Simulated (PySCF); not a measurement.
# As (R-3m) in PySCF: notebook

Aim: see how the results for As move with the level of theory and the settings. Levels: LDA, PBE, PBEsol. Tasks: band structure.

Everything below comes from runs of PySCF 2.14.0. Logs are shortened: lines on timing, memory, paths and dates and some standing lists are left out, and cuts for length are marked.

### 1 Starting point

It takes space group R-3m (No. 166, trigonal). The conventional cell has a = 3.762 Å, b = 3.762 Å, c = 10.542 Å, α = 90.00°, β = 90.00°, γ = 120.00°. As (site symmetry 3m) has 3 As at 2.51 Å as nearest neighbours.

### 2 Band structure, LDA

The input, run.py:

```python
import json
import numpy as np
from pyscf.pbc import gto, scf, dft, df
from pyscf.pbc.tools import pyscf_ase
from ase.io import read

atoms = read('As.xyz')
cell = pyscf_ase.cell_from_ase(atoms)
cell.basis = 'DZVP-MOLOPT-SR-GTH-q5'
cell.pseudo = 'GTH-PBE-q5'
cell.ke_cutoff = 50  # hartree
cell.exp_to_discard = 0.02
cell.precision = 1e-08
cell.max_memory = 5880  # MB
cell.verbose = 4
cell.build()

res = {}
kpts = cell.make_kpts([5, 5, 5])
mf = dft.KRKS(cell, kpts, xc='LDA_X,LDA_C_PW')
mf = mf.multigrid_numint()
mf = mf.smearing(sigma=0.00183747, method='fermi')  # hartree
mf.conv_tol = 1e-07
mf.max_cycle = 60

atoms.calc = pyscf_ase.PySCF(method=mf)
print('ASE energy = %.8f eV' % atoms.get_potential_energy())
mf = atoms.calc.method_scan
res.update(converged=bool(mf.converged), e_tot=mf.e_tot, nelec=cell.nelectron, nao=cell.nao, mesh=list(map(int, cell.mesh)), a=cell.lattice_vectors().tolist(), coords=cell.atom_coords().tolist(),
           mo_energy=[np.real(x).tolist() for x in mf.mo_energy], mo_occ=[np.real(x).tolist() for x in mf.mo_occ])
res.update(e_free=mf.e_free, e_zero=mf.e_zero)
res.update(kpts=cell.get_scaled_kpts(kpts).tolist())
res['parts'] = {k: float(np.real(v)) for k, v in mf.scf_summary.items() if np.isscalar(v)}
json.dump(res, open('results.json', 'w'))
if not mf.converged:
    raise SystemExit('SCF not converged')

print('levels (eV)')
for i, kp in enumerate(res['kpts'][:40]):
    print('k %7.4f %7.4f %7.4f  ' % tuple(kp), ' '.join('%.3f' % (x * 27.211386) for x in res['mo_energy'][i][:10]))

# Mulliken populations
dm, s = np.asarray(mf.make_rdm1()), np.asarray(mf.get_ovlp())
sites = cell.aoslice_by_atom()[:, 2:]
tot = np.einsum('kij,kji->i', dm, s).real / len(kpts)
res['mulliken'] = [cell.atom_charge(i) - tot[a0:a1].sum() for i, (a0, a1) in enumerate(sites)]
print('Mulliken charges', np.round(res['mulliken'], 5))

path = pyscf_ase.bandpath(cell, npoints=40)
scaled = path.kpts
e_kn = mf.get_bands(cell.get_abs_kpts(scaled))[0]
res.update(band_k=np.asarray(scaled).tolist(), bands=np.asarray(e_kn).real.tolist())
for kp, e in zip(scaled, np.asarray(e_kn).real):
    print('k %7.4f %7.4f %7.4f  ' % tuple(kp), ' '.join('%8.3f' % (x * 27.211386) for x in e[:11]))
res['done'] = True
json.dump(res, open('results.json', 'w'))
```

The input, As.xyz:

```xyz
2
Lattice="1.8807968987 1.0858785957 3.5140619945 -1.8807968987 1.0858785957 3.5140619945 0.0000000000 -2.1717571915 3.5140619945" Properties=species:S:1:pos:R:3 pbc="T T T"
As     0.0000000000      0.0000000000      2.3825340323
As     0.0000000000     -0.0000000001      8.1596519512
```

Potentials or basis: DZVP-MOLOPT-SR/GTH-PBE (potentials made for PBE).

Started as:

```
$ OMP_NUM_THREADS=4 python -u run.py > log
```

What it wrote:

```text
Discarded 0 diffused primitive functions, 0 contracted functions

PySCF version 2.14.0

[INPUT] verbose = 4
[INPUT] num. atoms = 2
[INPUT] num. electrons = 10
[INPUT] charge = 0
[INPUT] spin (= nelec alpha-beta = 2S) = 0
[INPUT] symmetry False subgroup None
[INPUT] Mole.unit = angstrom
[INPUT] Symbol           X                Y                Z      unit          X                Y                Z       unit  Magmom
[INPUT]  1 As     0.000000000000   0.000000000000   2.382534032300 AA    0.000000000000   0.000000000000   4.502336803503 Bohr   0.0
[INPUT]  2 As     0.000000000000  -0.000000000100   8.159651951200 AA    0.000000000000  -0.000000000189  15.419507459541 Bohr   0.0

nuclear repulsion = -13.2967517672879
number of shells = 6
number of NR pGTOs = 72
number of NR cGTOs = 26
basis = DZVP-MOLOPT-SR-GTH-q5
ecp = {}
lattice vectors  a1 [3.554191034, 2.052013150, 6.640614754]
                 a2 [-3.554191034, 2.052013150, 6.640614754]
                 a3 [0.000000000, -4.104026301, 6.640614754]
dimension = 3
low_dim_ft_type = None
Cell volume = 290.59
exp_to_discard = 0.02
rcut = 24.62167193903601 (nimgs = [5 5 5])
precision = 1e-08
pseudo = GTH-PBE-q5
ke_cutoff = 50
    = [27 27 27] mesh (19683 PWs)
Create scanner for <class 'pyscf.pbc.scf.smearing.SmearingKRKS'>
Set new lattice vectors
[[ 1.8807969   1.0858786   3.51406199]
 [-1.8807969   1.0858786   3.51406199]
 [ 0.         -2.17175719  3.51406199]]
New geometry
   1 As     0.000000000000   0.000000000000   2.382534032300 AA    0.000000000000   0.000000000000   4.502336803503 Bohr
   2 As     0.000000000000  -0.000000000100   8.159651951200 AA    0.000000000000  -0.000000000189  15.419507459541 Bohr
Discarded 0 diffused primitive functions, 0 contracted functions

******** <class 'pyscf.scf.hf.SmearingKRKS_Scanner'> ********
method = SmearingKRKS_Scanner
initial guess = minao
damping factor = 0
level_shift factor = 0
DIIS = <class 'pyscf.scf.diis.CDIIS'>
diis_start_cycle = 1
diis_space = 8
diis_damp = 0
SCF conv_tol = 1e-07
SCF conv_tol_grad = None
SCF max_cycles = 60
direct_scf = True
direct_scf_tol = 1e-13

******** PBC SCF flags ********
N kpts = 125
Exchange divergence treatment (exxdiv) = ewald
    madelung (= occupied orbital energy shift) = 0.08695604167743282
    Total energy shift due to Ewald probe charge = -1/2 * Nelec*madelung = -0.434780208387
Smearing method = fermi
DF object = <pyscf.pbc.df.fft.FFTDF object>
XC functionals = LDA_X,LDA_C_PW
small_rho_cutoff = 0
Uniform grid, mesh = [27 27 27]
Set gradient conv threshold to 0.000316228
nelec by numeric integration = 9.999999999999996
init E= -12.5475042412311
    sigma = 0.00183747  Optimized mu = 0.294084833737  entropy = 0.122107537982
nelec by numeric integration = 10.000000000000002
    Total E(T) = -12.5971944845015  Free energy = -12.5974188534394  E0 = -12.5973066689705
cycle= 1 E= -12.5971944845015  delta_E= -0.0497  |g|= 0.427  |ddm|= 26.2
    sigma = 0.00183747  Optimized mu = 0.283436328478  entropy = 0.110072588613
nelec by numeric integration = 10.000000000000002
    Total E(T) = -12.5979716181004  Free energy = -12.5981738731798  E0 = -12.5980727456401
cycle= 2 E= -12.5979716181004  delta_E= -0.000777  |g|= 0.281  |ddm|= 3.29
    sigma = 0.00183747  Optimized mu = 0.286075754483  entropy = 0.119358123525
nelec by numeric integration = 10.000000000000005
    Total E(T) = -12.5984761628896  Free energy = -12.5986954798608  E0 = -12.5985858213752
cycle= 3 E= -12.5984761628896  delta_E= -0.000505  |g|= 0.0431  |ddm|= 1.46
    sigma = 0.00183747  Optimized mu = 0.286266393651  entropy = 0.118232818934
nelec by numeric integration = 10.000000000000002
    Total E(T) = -12.5984917523932  Free energy = -12.598709001651  E0 = -12.5986003770221
cycle= 4 E= -12.5984917523932  delta_E= -1.56e-05  |g|= 0.00058  |ddm|= 0.227
    sigma = 0.00183747  Optimized mu = 0.286254310715  entropy = 0.118245535681
nelec by numeric integration = 10.000000000000005
    Total E(T) = -12.5984917320338  Free energy = -12.5987090046582  E0 = -12.598600368346
cycle= 5 E= -12.5984917320338  delta_E= 2.04e-08  |g|= 2.89e-05  |ddm|= 0.00388
    sigma = 0.00183747  Optimized mu = 0.286254225896  entropy = 0.118245791873
nelec by numeric integration = 10.000000000000007
    Total E(T) = -12.5984917315713  Free energy = -12.5987090046665  E0 = -12.5986003681189
Extra cycle  E= -12.5984917315713  delta_E= 4.62e-10  |g|= 8.75e-06  |ddm|= 0.000229
converged SCF energy = -12.5984917315713
ASE energy = -342.82242178 eV
levels (eV)
k  0.0000  0.0000  0.0000   -7.404 1.895 5.303 5.684 5.684 9.271 10.627 10.627 15.022 15.022
k  0.0000  0.0000  0.2000   -6.879 0.278 4.959 5.315 5.933 9.270 10.034 10.144 14.148 15.156
k  0.0000  0.0000  0.4000   -5.360 -2.563 4.826 4.871 6.832 7.830 8.361 9.188 16.424 17.450
k  0.0000  0.0000  0.6000   -5.360 -2.563 4.826 4.871 6.832 7.830 8.361 9.188 16.424 17.450
k  0.0000  0.0000  0.8000   -6.879 0.278 4.959 5.315 5.933 9.270 10.034 10.144 14.148 15.156
k -0.0000  0.2000  0.0000   -6.879 0.278 4.959 5.315 5.933 9.270 10.034 10.144 14.148 15.156
[... 32 lines left out ...]
k  0.2000  0.4000  0.6000   -5.007 -2.103 1.945 2.693 6.542 9.249 12.265 12.858 14.767 17.026
k  0.2000  0.4000  0.8000   -4.307 -2.869 1.951 2.894 5.764 9.071 11.996 12.624 14.881 16.670
Mulliken charges [ 0. -0.]
nelec by numeric integration = 10.000000000000007
k  0.0000  0.0000  0.0000     -7.404    1.895    5.303    5.684    5.684    9.271   10.627   10.627   15.022   15.022   16.563
k  0.1000  0.0000  0.0000     -7.279    1.430    5.215    5.571    5.615    9.550   10.385   10.534   14.391   14.749   15.467
k  0.2000  0.0000  0.0000     -6.879    0.278    4.959    5.315    5.933    9.270   10.034   10.144   14.148   15.156   15.236
k  0.3000  0.0000  0.0000     -6.225   -1.153    4.815    5.052    6.379    8.508    9.207    9.602   15.441   15.573   16.503
k  0.4000  0.0000  0.0000     -5.360   -2.563    4.826    4.871    6.832    7.830    8.361    9.188   16.424   17.450   18.483
k  0.5000  0.0000  0.0000     -4.666   -3.449    4.807    4.860    7.304    7.319    7.980    9.038   17.447   18.252   20.013
[... 32 lines left out ...]
k  0.7023  0.2739  0.2739     -4.552   -2.874    2.037    4.126    5.093    9.763   10.727   12.551   14.894   17.805   19.812
k  0.7697  0.3652  0.3652     -4.617   -2.469    1.453    3.894    4.608    9.990   11.581   14.166   14.989   17.785   20.003
```

Run time: 97 s. Hardware: 4 threads of AMD EPYC (Zen 3), shared host; peak memory 1.1 GiB.

Results:

```yaml
Free_energy: -342.8283 eV
Band_gap_along_the_path: none (metal or under the smearing width)
```

Levels at the corners of the path, in eV from the Fermi level:
| point | band 1 | band 2 | band 3 | band 4 | band 5 | band 6 | band 7 | band 8 | band 9 | band 10 |
| --- | --- | --- | --- | --- | --- | --- | --- | --- | --- | --- |
| Γ | -15.19 | -5.89 | -2.49 | -2.11 | -2.11 | 1.48 | 2.84 | 2.84 | 7.23 | 7.23 |
| L | -12.46 | -11.24 | -2.98 | -2.93 | -0.49 | -0.47 | 0.19 | 1.25 | 9.66 | 10.46 |
| B1 | -11.87 | -10.72 | -6.09 | -5.58 | -1.49 | 1.14 | 5.33 | 5.52 | 7.19 | 7.55 |
| B | -11.87 | -10.72 | -6.09 | -5.58 | -1.49 | 1.14 | 5.33 | 5.52 | 7.19 | 7.55 |
| Z | -13.91 | -10.14 | -1.89 | -1.89 | -0.74 | 0.64 | 0.64 | 1.78 | 9.17 | 10.59 |
| Γ | -15.19 | -5.89 | -2.49 | -2.11 | -2.11 | 1.48 | 2.84 | 2.84 | 7.23 | 7.23 |
| X | -11.71 | -10.96 | -6.37 | -3.72 | -3.70 | 3.17 | 3.24 | 5.60 | 6.36 | 9.09 |
| Q | -11.71 | -10.96 | -6.37 | -3.72 | -3.70 | 3.17 | 3.24 | 5.60 | 6.36 | 9.09 |
| F | -12.41 | -9.85 | -6.17 | -4.36 | -4.27 | 1.39 | 5.47 | 7.31 | 7.52 | 10.63 |
| P1 | -12.41 | -10.26 | -6.34 | -3.90 | -3.18 | 2.20 | 3.79 | 6.38 | 7.20 | 10.00 |
| Z | -13.91 | -10.14 | -1.89 | -1.89 | -0.74 | 0.64 | 0.64 | 1.78 | 9.17 | 10.59 |
| L | -12.46 | -11.24 | -2.98 | -2.93 | -0.49 | -0.47 | 0.19 | 1.25 | 9.66 | 10.46 |
| P | -12.41 | -10.26 | -6.34 | -3.90 | -3.18 | 2.20 | 3.79 | 6.38 | 7.20 | 10.00 |

Caveat: the k mesh is coarse (spacing up to 0.40 Å⁻¹), so the values aren't converged; the basis of atomic orbitals isn't converged, which shifts pressures, moduli and gaps.

### 3 Band structure, PBE

run.py, as its differences from that of step 2:

```diff
@@ -19,3 +19,3 @@
 kpts = cell.make_kpts([5, 5, 5])
-mf = dft.KRKS(cell, kpts, xc='LDA_X,LDA_C_PW')
+mf = dft.KRKS(cell, kpts, xc='pbe')
 mf = mf.multigrid_numint()
```

As.xyz is that of step 2.

Potentials or basis: DZVP-MOLOPT-SR/GTH-PBE (potentials made for PBE).

Started as:

```
$ OMP_NUM_THREADS=4 python -u run.py > log
```

What it wrote:

```text
Discarded 0 diffused primitive functions, 0 contracted functions

PySCF version 2.14.0

[INPUT] verbose = 4
[INPUT] num. atoms = 2
[INPUT] num. electrons = 10
[INPUT] charge = 0
[INPUT] spin (= nelec alpha-beta = 2S) = 0
[INPUT] symmetry False subgroup None
[INPUT] Mole.unit = angstrom
[INPUT] Symbol           X                Y                Z      unit          X                Y                Z       unit  Magmom
[INPUT]  1 As     0.000000000000   0.000000000000   2.382534032300 AA    0.000000000000   0.000000000000   4.502336803503 Bohr   0.0
[INPUT]  2 As     0.000000000000  -0.000000000100   8.159651951200 AA    0.000000000000  -0.000000000189  15.419507459541 Bohr   0.0

nuclear repulsion = -13.2967517672879
number of shells = 6
number of NR pGTOs = 72
number of NR cGTOs = 26
basis = DZVP-MOLOPT-SR-GTH-q5
ecp = {}
lattice vectors  a1 [3.554191034, 2.052013150, 6.640614754]
                 a2 [-3.554191034, 2.052013150, 6.640614754]
                 a3 [0.000000000, -4.104026301, 6.640614754]
dimension = 3
low_dim_ft_type = None
Cell volume = 290.59
exp_to_discard = 0.02
rcut = 24.62167193903601 (nimgs = [5 5 5])
precision = 1e-08
pseudo = GTH-PBE-q5
ke_cutoff = 50
    = [27 27 27] mesh (19683 PWs)
Create scanner for <class 'pyscf.pbc.scf.smearing.SmearingKRKS'>
Set new lattice vectors
[[ 1.8807969   1.0858786   3.51406199]
 [-1.8807969   1.0858786   3.51406199]
 [ 0.         -2.17175719  3.51406199]]
New geometry
   1 As     0.000000000000   0.000000000000   2.382534032300 AA    0.000000000000   0.000000000000   4.502336803503 Bohr
   2 As     0.000000000000  -0.000000000100   8.159651951200 AA    0.000000000000  -0.000000000189  15.419507459541 Bohr
Discarded 0 diffused primitive functions, 0 contracted functions

******** <class 'pyscf.scf.hf.SmearingKRKS_Scanner'> ********
method = SmearingKRKS_Scanner
initial guess = minao
damping factor = 0
level_shift factor = 0
DIIS = <class 'pyscf.scf.diis.CDIIS'>
diis_start_cycle = 1
diis_space = 8
diis_damp = 0
SCF conv_tol = 1e-07
SCF conv_tol_grad = None
SCF max_cycles = 60
direct_scf = True
direct_scf_tol = 1e-13

******** PBC SCF flags ********
N kpts = 125
Exchange divergence treatment (exxdiv) = ewald
    madelung (= occupied orbital energy shift) = 0.08695604167743282
    Total energy shift due to Ewald probe charge = -1/2 * Nelec*madelung = -0.434780208387
Smearing method = fermi
DF object = <pyscf.pbc.df.fft.FFTDF object>
XC functionals = pbe
small_rho_cutoff = 0
Uniform grid, mesh = [27 27 27]
Set gradient conv threshold to 0.000316228
nelec by numeric integration = 9.999999999999998
init E= -12.5754915813411
    sigma = 0.00183747  Optimized mu = 0.294161879983  entropy = 0.11685078051
nelec by numeric integration = 10.00000000000001
    Total E(T) = -12.6210288923664  Free energy = -12.6212436021701  E0 = -12.6211362472683
cycle= 1 E= -12.6210288923664  delta_E= -0.0455  |g|= 0.332  |ddm|= 25.9
    sigma = 0.00183747  Optimized mu = 0.285666777922  entropy = 0.113816185307
nelec by numeric integration = 10.000000000000005
    Total E(T) = -12.6213963920365  Free energy = -12.6216055258625  E0 = -12.6215009589495
cycle= 2 E= -12.6213963920365  delta_E= -0.000367  |g|= 0.241  |ddm|= 2.67
    sigma = 0.00183747  Optimized mu = 0.287551604907  entropy = 0.117862487442
nelec by numeric integration = 10.000000000000007
    Total E(T) = -12.621780675647  Free energy = -12.6219972444318  E0 = -12.6218889600394
cycle= 3 E= -12.621780675647  delta_E= -0.000384  |g|= 0.0252  |ddm|= 1.25
    sigma = 0.00183747  Optimized mu = 0.287763120158  entropy = 0.117621857533
nelec by numeric integration = 10.000000000000009
    Total E(T) = -12.6217857629484  Free energy = -12.622001889583  E0 = -12.6218938262657
cycle= 4 E= -12.6217857629484  delta_E= -5.09e-06  |g|= 0.000353  |ddm|= 0.138
    sigma = 0.00183747  Optimized mu = 0.28774984838  entropy = 0.117624116426
nelec by numeric integration = 10.000000000000009
    Total E(T) = -12.6217857598078  Free energy = -12.622001890593  E0 = -12.6218938252004
cycle= 5 E= -12.6217857598078  delta_E= 3.14e-09  |g|= 1.23e-05  |ddm|= 0.00228
    sigma = 0.00183747  Optimized mu = 0.287749825339  entropy = 0.117624480306
nelec by numeric integration = 10.00000000000001
    Total E(T) = -12.6217857591407  Free energy = -12.6220018905945  E0 = -12.6218938248676
Extra cycle  E= -12.6217857591407  delta_E= 6.67e-10  |g|= 5.01e-06  |ddm|= 0.000106
converged SCF energy = -12.6217857591407
ASE energy = -343.45628455 eV
levels (eV)
k  0.0000  0.0000  0.0000   -7.386 1.816 5.317 5.659 5.659 9.303 10.616 10.616 15.111 15.111
k  0.0000  0.0000  0.2000   -6.873 0.225 4.971 5.299 5.934 9.292 10.064 10.152 14.264 15.265
k  0.0000  0.0000  0.4000   -5.366 -2.582 4.829 4.861 6.849 7.872 8.453 9.227 16.536 17.522
k  0.0000  0.0000  0.6000   -5.366 -2.582 4.829 4.861 6.849 7.872 8.453 9.227 16.536 17.522
k  0.0000  0.0000  0.8000   -6.873 0.225 4.971 5.299 5.934 9.292 10.064 10.152 14.264 15.265
k -0.0000  0.2000  0.0000   -6.873 0.225 4.971 5.299 5.934 9.292 10.064 10.152 14.264 15.265
[... 32 lines left out ...]
k  0.2000  0.4000  0.6000   -5.027 -2.133 2.017 2.747 6.530 9.265 12.300 12.834 14.836 17.114
k  0.2000  0.4000  0.8000   -4.329 -2.900 2.014 2.957 5.752 9.123 12.042 12.626 14.924 16.786
Mulliken charges [ 0. -0.]
nelec by numeric integration = 10.00000000000001
k  0.0000  0.0000  0.0000     -7.386    1.816    5.317    5.659    5.659    9.303   10.616   10.616   15.111   15.111   16.608
k  0.1000  0.0000  0.0000     -7.269    1.360    5.232    5.550    5.604    9.569   10.386   10.526   14.509   14.858   15.560
k  0.2000  0.0000  0.0000     -6.873    0.225    4.971    5.299    5.934    9.292   10.064   10.152   14.264   15.265   15.353
k  0.3000  0.0000  0.0000     -6.223   -1.188    4.826    5.040    6.386    8.543    9.276    9.629   15.531   15.693   16.599
k  0.4000  0.0000  0.0000     -5.366   -2.582    4.829    4.861    6.849    7.872    8.453    9.227   16.536   17.522   18.567
k  0.5000  0.0000  0.0000     -4.683   -3.455    4.798    4.859    7.297    7.385    8.087    9.081   17.507   18.406   20.107
[... 32 lines left out ...]
k  0.7023  0.2739  0.2739     -4.578   -2.889    2.109    4.135    5.128    9.777   10.729   12.557   15.009   17.899   19.887
k  0.7697  0.3652  0.3652     -4.644   -2.492    1.534    3.908    4.645   10.028   11.562   14.121   15.060   17.911   20.072
```

Wall time 88 s (4 threads of AMD EPYC (Zen 3), shared host); peak memory 1.1 GiB.

What came out:

- Free energy: -343.4622 eV
- Band gap along the path: none (metal or under the smearing width)

Levels at the corners of the path, in eV from the Fermi level:
```csv
point,band 2,band 3,band 4,band 5,band 6,band 7,band 8,band 9
Γ,-6.01,-2.51,-2.17,-2.17,1.47,2.79,2.79,7.28
L,-11.28,-3.03,-2.97,-0.53,-0.44,0.26,1.25,9.68
B1,-10.79,-6.06,-5.55,-1.55,1.15,5.29,5.49,7.25
B,-10.79,-6.06,-5.55,-1.55,1.15,5.29,5.49,7.25
Z,-10.17,-1.95,-1.95,-0.73,0.62,0.62,1.71,9.32
Γ,-6.01,-2.51,-2.17,-2.17,1.47,2.79,2.79,7.28
X,-11.03,-6.33,-3.72,-3.70,3.13,3.21,5.71,6.26
Q,-11.03,-6.33,-3.72,-3.70,3.13,3.21,5.71,6.26
F,-9.92,-6.15,-4.35,-4.29,1.48,5.37,7.20,7.49
P1,-10.32,-6.30,-3.92,-3.19,2.20,3.73,6.29,7.23
Z,-10.17,-1.95,-1.95,-0.73,0.62,0.62,1.71,9.32
L,-11.28,-3.03,-2.97,-0.53,-0.44,0.26,1.25,9.68
P,-10.32,-6.30,-3.92,-3.19,2.20,3.73,6.29,7.23
```

Caveat: the k mesh is coarse (spacing up to 0.40 Å⁻¹), so the values aren't converged; the basis of atomic orbitals isn't converged, which shifts pressures, moduli and gaps.

### 4 Band structure, PBEsol

run.py, as its differences from that of step 3:

```diff
@@ -19,3 +19,3 @@
 kpts = cell.make_kpts([5, 5, 5])
-mf = dft.KRKS(cell, kpts, xc='pbe')
+mf = dft.KRKS(cell, kpts, xc='pbesol')
 mf = mf.multigrid_numint()
```

As.xyz is that of step 3.

Started as:

```
$ OMP_NUM_THREADS=4 python -u run.py > log
```

It took 71 s on 4 threads of AMD EPYC (Zen 3), shared host; peak memory 1.1 GiB.

Results (log left out):

| Item | Value |
| --- | --- |
| Free energy | -342.8030 eV |
| Band gap along the path | none (metal or under the smearing width) |

Levels at the corners of the path, in eV from the Fermi level:
```tsv
point	band 1	band 2	band 3	band 4	band 5	band 6	band 7	band 8	band 9	band 10
Γ	-15.20	-5.91	-2.49	-2.11	-2.11	1.48	2.83	2.83	7.24	7.24
L	-12.46	-11.24	-2.99	-2.94	-0.48	-0.48	0.21	1.25	9.66	10.48
B1	-11.88	-10.73	-6.09	-5.58	-1.50	1.14	5.33	5.51	7.20	7.56
B	-11.88	-10.73	-6.09	-5.58	-1.50	1.14	5.33	5.51	7.20	7.56
Z	-13.92	-10.15	-1.90	-1.90	-0.73	0.64	0.64	1.77	9.19	10.58
Γ	-15.20	-5.91	-2.49	-2.11	-2.11	1.48	2.83	2.83	7.24	7.24
X	-11.72	-10.97	-6.36	-3.72	-3.70	3.16	3.24	5.62	6.35	9.10
Q	-11.72	-10.97	-6.36	-3.72	-3.70	3.16	3.24	5.62	6.35	9.10
F	-12.42	-9.86	-6.17	-4.35	-4.27	1.40	5.45	7.30	7.52	10.64
P1	-12.42	-10.27	-6.33	-3.90	-3.18	2.20	3.78	6.37	7.21	10.01
Z	-13.92	-10.15	-1.90	-1.90	-0.73	0.64	0.64	1.77	9.19	10.58
L	-12.46	-11.24	-2.99	-2.94	-0.48	-0.48	0.21	1.25	9.66	10.48
P	-12.42	-10.27	-6.33	-3.90	-3.18	2.20	3.78	6.37	7.21	10.01
```

Caveat: the k mesh is coarse (spacing up to 0.40 Å⁻¹), so the values aren't converged; the basis of atomic orbitals isn't converged, which shifts pressures, moduli and gaps.
